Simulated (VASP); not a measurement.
Write the native input for VASP 6.6.1 that does the following.

| Property | Result |
| --- | --- |
| Task | work function |
| Functional | PBE |
| Potentials or basis | VASP PAW PBE potentials, release 64 (Cl, K_sv) |
| Cutoff | 520 eV |
| k mesh | 7 × 7 × 1 |
| Occupations | gaussian, width 0.05 eV |
| Spin | no spin polarisation |
| Dipole correction | yes |
| Further INCAR settings | ALGO = Normal; EDIFF = 1e-07 |

The structure of K4Cl5 lies in POSCAR:

```
K4Cl5
1.0
    4.4633994242      0.0000000000      0.0000000000
   -2.2316997121      3.8654172886      0.0000000000
    0.0000000000      0.0000000000     29.5774014767
Cl K
5 4
Direct
    0.3333333333      0.6666666667      0.2535719714
    0.0000000000      0.0000000000      0.3767859857
    0.6666666667      0.3333333333      0.5000000000
    0.3333333333      0.6666666667      0.6232140143
    0.0000000000      0.0000000000      0.7464280286
    0.6666666667      0.3333333333      0.3151789785
    0.3333333333      0.6666666667      0.4383929928
    0.0000000000      0.0000000000      0.5616070072
    0.6666666667      0.3333333333      0.6848210215
```

The cell isn't the ideal one: the (1 1 1) slab of KCl, cut from the database cell, not relaxed.

These files were run (other wordings do the same):

INCAR

```
ALGO     = Normal         # electronic algorithm
DIPOL    = 0.5 0.5 0.500
EDIFF    = 1E-7           # SCF threshold, eV
ENCUT    = 520            # plane-wave cutoff, eV
GGA      = PE             # functional
IDIPOL   = 3            
ISIF     = 2              # what is computed and relaxed
ISMEAR   = 0              # smearing method
LASPH    = T              # aspherical terms in the spheres
LCHARG   = T              # write CHGCAR
LDIPOL   = T            
LELF     = T              # ELF
LREAL    = F              # projectors in reciprocal space
LVACPOTAV= T            
LVHAR    = T            
LWAVE    = F              # write WAVECAR
NELM     = 80             # most SCF steps
PREC     = Accurate       # precision mode
SIGMA    = 0.05           # smearing width, eV
```

KPOINTS

```
k-points
0
Gamma
  7 7 1
```

Potentials or basis: VASP PAW PBE potentials, release 64 (Cl, K_sv).

Launch:

```sh
$ cat potpaw_PBE.64/Cl/POTCAR potpaw_PBE.64/K_sv/POTCAR > POTCAR
$ mpirun -np 1 vasp_std > vasp.out
```

Results of the run:

```json
{
  "Largest force": "0.212 eV/Å",
  "Band gap on the k mesh": "none (metal or under the smearing width)",
  "Work function of the upper face": "8.60 eV",
  "Work function of the lower face": "8.60 eV"
}
```

Caveat: an odd number of electrons without spin polarisation forces a metal; a magnetic or distorted state may lie lower.

Run time: 6.1 min on 1 thread of AMD EPYC 7R13 Processor (Zen 3), on a shared host, peak memory 0.64 GiB.
